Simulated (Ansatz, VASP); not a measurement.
One calculation of Ca, two programs

File INCAR:

```
SYSTEM = Ca
ALGO = Normal
EDIFF = 1E-6
EDIFFG = -0.02
ENCUT = 600
IBRION = 2
ISIF = 3
ISMEAR = -1
LASPH = .TRUE.
LCHARG = .FALSE.
LMIXTAU = .TRUE.
LREAL = .FALSE.
LWAVE = .FALSE.
METAGGA = R2SCAN
NELM = 60
NSW = 40
PREC = Accurate
SIGMA = 0.05
```

KPOINTS

```
k-points
0
G
  8 8 8
  0 0 0
```

Contents of POSCAR:

```
Ca
1.0
   -2.2400000000      2.2400000000      2.2400000000
    2.2400000000     -2.2400000000      2.2400000000
    2.2400000000      2.2400000000     -2.2400000000
Ca
1
Direct
    0.0000000000      0.0000000000      0.0000000000
```

File input.yaml:

```yaml
crystal:
  lattice:
    - [-2.24, 2.24, 2.24]
    - [2.24, -2.24, 2.24]
    - [2.24, 2.24, -2.24]
  atoms:
    - { symbol: Ca, position: [0.0, 0.0, 0.0] }
hamiltonian:
  xc: r2scan
  pseudopotentials: { kind: paw }
kpoints:
  mp_grid: { grid: [8, 8, 8] }
scf:
  occupations: { method: fermi_dirac, width: 0.05 }
output:
  forces: true
  stress: true
  eigenvalues: true
relax:
  f_tol: 0.01
  max_steps: 40
  cell: { stress_tol: 0.05 }
```

This isn't the form of Ca at room conditions, which is fcc.

Alike in both runs: task relaxation of cell and atoms; functional r2SCAN; k mesh 8 × 8 × 8; occupations fermi-dirac, width 0.05 eV; no spin polarisation.

|  | VASP | Ansatz |
| --- | --- | --- |
| version | VASP 6.6.1 | Ansatz 0.2.0 |
| potentials or method | VASP PAW PBE potentials, release 64 (Ca_sv) | Ansatz PAW |
| plane-wave cutoff (eV) | 600 | 500 |
| valence electrons in the cell | 10 | 10 |

Ansatz gave:

```
gap on the k mesh at the Fermi level, each at its own relaxed structure (eV) : none
relaxed volume (Å³/atom)                                                     : 43.31
relaxed cell length with the largest relative difference (Å)                 : 3.832
energy change over the relaxation (meV/atom)                                 : -3
```

Problem. Which values does VASP return?

Solution. gap on the k mesh at the Fermi level, each at its own relaxed structure (eV): none; relaxed volume (Å³/atom): 43.58; relaxed cell length with the largest relative difference (Å): 3.840; energy change over the relaxation (meV/atom): -3.

A gap of «none» marks a metal or a gap that the smearing closes.

Caveats: the PAW data sets were made with another functional, which shifts forces and pressure a little (VASP); the plane-wave basis is chosen anew once the cell has moved, so the energies of steps on either side of that aren't comparable (Ansatz); the PAW data sets come from PBE, with cores solved anew for the run's functional, which leaves a small shift of forces and pressure (Ansatz).
